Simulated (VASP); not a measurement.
## VASP 6.6.1, r²SCAN single-point calculation, GaN (strained zincblende)

INCAR

```
ENCUT = 520
LCHARG = .FALSE.
NBANDS = 16
ALGO = Normal
NELM = 120
ISMEAR = 0
NSW = 0
LWAVE = .FALSE.
PREC = Accurate
LASPH = .TRUE.
EDIFF = 1E-7
SIGMA = 0.01
ISIF = 2
METAGGA = R2SCAN
IBRION = -1
LREAL = .FALSE.
```

KPOINTS

```
KPOINTS created by Atomic Simulation Environment
0
Gamma
10 10 10
0 0 0
```

KPOINTS_OPT

```
special points
6
Reciprocal
0.0000000000 0.0000000000 0.0000000000 1
-0.5000000000 -0.5000000000 0.0000000000 1
-0.3750000000 -0.3750000000 0.2500000000 1
-0.3750000000 0.0000000000 0.3750000000 1
0.0000000000 0.0000000000 0.5000000000 1
-0.5000000000 -0.2500000000 0.2500000000 1
```

POSCAR

```
Ga N
 1.0000000000000000
     0.0000000000000000    2.2489525411000000    2.3389106427000002
     2.2489525411000000    0.0000000000000000    2.3389106427000002
     2.2489525411000000    2.2489525411000000    0.0000000000000000
 Ga  N
   1   1
Cartesian
  0.0000000000000000  0.0000000000000000  0.0000000000000000
  1.1244762705499998  1.1244762705499998  1.1694553213500001
```

VASP ran with the recommended PBE PAW datasets (18 valence electrons in the cell).

Command

```
mpirun -np 1 vasp_std
```

From OUTCAR

```
k-points           NKPTS =    102   k-points in BZ     NKDIM =    102   number of bands    NBANDS=     16

   NELECT =      18.0000    total number of electrons

   dimension x,y,z NGX =    24 NGY =   24 NGZ =   24
   dimension x,y,z NGXF=    48 NGYF=   48 NGZF=   48

  energy-cutoff  :      520.00
  volume of cell :       23.66
      direct lattice vectors                 reciprocal lattice vectors
     0.000000000  2.248952541  2.338910643    -0.222325723  0.222325723  0.213774734
     2.248952541  0.000000000  2.338910643     0.222325723 -0.222325723  0.213774734
     2.248952541  2.248952541  0.000000000     0.222325723  0.222325723 -0.213774734

 k-points in reciprocal lattice and weights: KPOINTS created by Atomic Simulation Env
   0.00000000  0.00000000  0.00000000       0.001
   0.10000000  0.00000000  0.00000000       0.008
   0.20000000  0.00000000  0.00000000       0.008
   0.30000000 -0.00000000  0.00000000       0.008
   0.40000000 -0.00000000  0.00000000       0.008
   0.50000000  0.00000000  0.00000000       0.004
   0.10000000  0.10000000  0.00000000       0.002
   0.20000000  0.10000000  0.00000000       0.008
   ...

 E-fermi :   4.8811

 k-point     1 :       0.0000    0.0000    0.0000
  band No.  band energies     occupation
      1     -11.7842      2.00000
      2      -9.1779      2.00000
      3      -9.1371      2.00000
      4      -9.1371      2.00000
      5      -8.8369      2.00000
      6      -8.8352      2.00000
      7       4.5341      2.00000
      8       4.7278      2.00000
      9       4.7278      2.00000
     10       6.5560      0.00000
     11      15.4188      0.00000
     12      15.4189      0.00000
     13      15.5386      0.00000
     14      22.7557      0.00000
     15      23.2980      0.00000
     16      24.1149      0.00000

 k-point     2 :       0.1000    0.0000    0.0000
  band No.  band energies     occupation
      1     -11.6808      2.00000
      2      -9.1579      2.00000
      3      -9.1244      2.00000
      4      -9.1022      2.00000
      5      -8.8388      2.00000
      6      -8.8350      2.00000
      7       3.5541      2.00000
      8       4.4899      2.00000
      9       4.6324      2.00000
     10       7.4345      0.00000
     11      14.9189      0.00000
     12      15.6059      0.00000
     13      15.6667      0.00000
     14      22.0135      0.00000
     15      23.0642      0.00000
     16      23.1724      0.00000

 k-point     3 :       0.2000    0.0000    0.0000
  band No.  band energies     occupation
      1     -11.4201      2.00000
      2      -9.1226      2.00000
      3      -9.0943      2.00000
      4      -8.9433      2.00000
      5      -8.8403      2.00000
      6      -8.8288      2.00000
      7       1.7384      2.00000
      8       4.2051      2.00000
      9       4.3972      2.00000
     10       8.5633      0.00000
     11      14.1221      0.00000
     12      15.8432      0.00000
     13      15.9553      0.00000
     14      21.2548      0.00000
     15      22.1602      0.00000
     16      22.2320      0.00000

 k-point     4 :       0.3000   -0.0000    0.0000
  band No.  band energies     occupation
      1     -11.1371      2.00000
      2      -9.0942      2.00000
      3      -9.0661      2.00000
      4      -8.8324      2.00000
      5      -8.8175      2.00000
      6      -8.5635      2.00000
      7      -0.1117      2.00000
      8       3.8857      2.00000
      9       4.1314      2.00000
     10       9.2678      0.00000
     11      13.7705      0.00000
     12      15.7034      0.00000
     13      16.0458      0.00000
     14      20.8630      0.00000
     15      22.5360      0.00000
     16      22.5409      0.00000

 k-point     5 :       0.4000   -0.0000    0.0000
  band No.  band energies     occupation
      1     -10.9583      2.00000
      2      -9.0808      2.00000
      3      -9.0526      2.00000
      4      -8.8161      2.00000
      5      -8.7936      2.00000
      6      -8.0193      2.00000
      7      -1.6294      2.00000
      8       3.6456      2.00000
      9       3.9327      2.00000
     10       9.5124      0.00000
     11      13.8395      0.00000
     12      15.3997      0.00000
     13      15.8787      0.00000
     14      20.7630      0.00000
     15      23.8749      0.00000
     16      24.0372      0.00000

 k-point     6 :       0.5000    0.0000    0.0000
  band No.  band energies     occupation
      1     -10.9036      2.00000
      2      -9.0778      2.00000
      3      -9.0496      2.00000
      4      -8.8074      2.00000
      5      -8.7825      2.00000
      6      -7.7114      2.00000
      7      -2.2702      2.00000
      8       3.5576      2.00000
      9       3.8601      2.00000
     10       9.5494      0.00000
     11      13.9298      0.00000
     12      15.2522      0.00000
     13      15.7778      0.00000
     14      20.8346      0.00000
     15      24.9159      0.00000
     16      25.0924      0.00000

 k-point     7 :       0.1000    0.1000    0.0000
  band No.  band energies     occupation
      1     -11.6528      2.00000
      2      -9.1357      2.00000
      3      -9.1131      2.00000
      4      -9.1131      2.00000
      5      -8.8461      2.00000
      6      -8.8311      2.00000
      7       3.4547      2.00000
      8       4.4321      2.00000
      9       4.4321      2.00000
     10       7.6583      0.00000
     11      14.7211      0.00000
     12      15.7865      0.00000
     13      15.7866      0.00000
     14      19.9498      0.00000
     15      24.0491      0.00000
     16      25.1889      0.00000

 k-point     8 :       0.2000    0.1000    0.0000
  band No.  band energies     occupation
      1     -11.4498      2.00000
      2      -9.1101      2.00000
      3      -9.0823      2.00000
      4      -9.0002      2.00000
      5      -8.8493      2.00000
      6      -8.8262      2.00000
      7       2.1769      2.00000
      8       4.1216      2.00000
      9       4.1321      2.00000
     10       8.6300      0.00000
     11      14.0307      0.00000
     12      15.8132      0.00000
     13      16.1954      0.00000
     14      19.1430      0.00000
     15      24.0324      0.00000
     16      24.2395      0.00000

 k-point     9 :       0.3000    0.1000    0.0000
  band No.  band energies     occupation
      1     -11.1782      2.00000
      2      -9.0890      2.00000
      3      -9.0507      2.00000
      4      -8.8618      2.00000
      5      -8.8186      2.00000
      6      -8.6680      2.00000
      7       0.4937      2.00000
      8       3.7202      2.00000
      9       3.8338      2.00000
     10       9.5314      0.00000
     11      13.5449      0.00000
     12      15.3945      0.00000
     13      16.4369      0.00000
     14      19.8739      0.00000
     15      23.0763      0.00000
     16      24.0218      0.00000

 k-point    10 :       0.4000    0.1000    0.0000
  band No.  band energies     occupation
      1     -10.9733      2.00000
      2      -9.0765      2.00000
      3      -9.0339      2.00000
      4      -8.8325      2.00000
      5      -8.8078      2.00000
      6      -8.1526      2.00000
      7      -1.0853      2.00000
      8       3.2931      2.00000
      9       3.6695      2.00000
     10      10.0352      0.00000
     11      13.2800      0.00000
     12      15.2989      0.00000
     13      16.3330      0.00000
     14      21.0196      0.00000
     15      22.9465      0.00000
     16      24.8019      0.00000

 k-point    11 :       0.5000    0.1000    0.0000
  band No.  band energies     occupation
      1     -10.8849      2.00000
      2      -9.0732      2.00000
      3      -9.0310      2.00000
      4      -8.8061      2.00000
      5      -8.8057      2.00000
      6      -7.6945      2.00000
      7      -2.0553      2.00000
      8       2.9824      2.00000
      9       3.6753      2.00000
     10      10.1927      0.00000
     11      13.2541      0.00000
     12      15.3427      0.00000
     13      16.1278      0.00000
     14      21.5632      0.00000
     15      23.9324      0.00000
     16      25.1779      0.00000

 k-point    12 :      -0.4000    0.1000    0.0000
  band No.  band energies     occupation
      1     -10.8988      2.00000
      2      -9.0734      2.00000
      3      -9.0353      2.00000
      4      -8.8220      2.00000
      5      -8.7988      2.00000
      6      -7.7783      2.00000
      7      -1.8654      2.00000
      8       2.8712      2.00000
      9       3.8448      2.00000
     10      10.1755      0.00000
     11      13.4580      0.00000
     12      15.1625      0.00000
     13      16.0662      0.00000
     14      21.6439      0.00000
     15      23.5597      0.00000
     16      24.6935      0.00000

 ...

  Total       -0.6396137     -0.6396137     -1.4692373      0.0000000      0.0000000     -0.0000000
  in kB      -43.3135834    -43.3135834    -99.4943274      0.0000000      0.0000000     -0.0000000
  external PRESSURE =     -62.0404981 kB  Pullay stress =       0.0000000 kB

 POSITION                                       TOTAL-FORCE (eV/Angst)
 -----------------------------------------------------------------------------------
      0.00000      0.00000      0.00000         0.000000      0.000000      0.000000
      1.12448      1.12448      1.16946        -0.000000     -0.000000     -0.000000
 -----------------------------------------------------------------------------------
    total drift:                                0.000017      0.000017      0.000002

  FREE ENERGIE OF THE ION-ELECTRON SYSTEM (eV)
  ---------------------------------------------------
  free  energy   TOTEN  =       -21.8718046448 eV

  energy  without entropy=      -21.8718046448  energy(sigma->0) =      -21.87180464
```

| Quantity | Value |
| --- | --- |
| gap between bands v and c | 1.83 eV |
| least direct gap | 1.83 eV |
| pressure | -6.2 GPa |

Band v is the last that the valence electrons fill when counted band by band, and c is the next.

The run took about 81 s on one core of a shared host (Intel Xeon Platinum 8488C) and held 0.19 GiB at most.
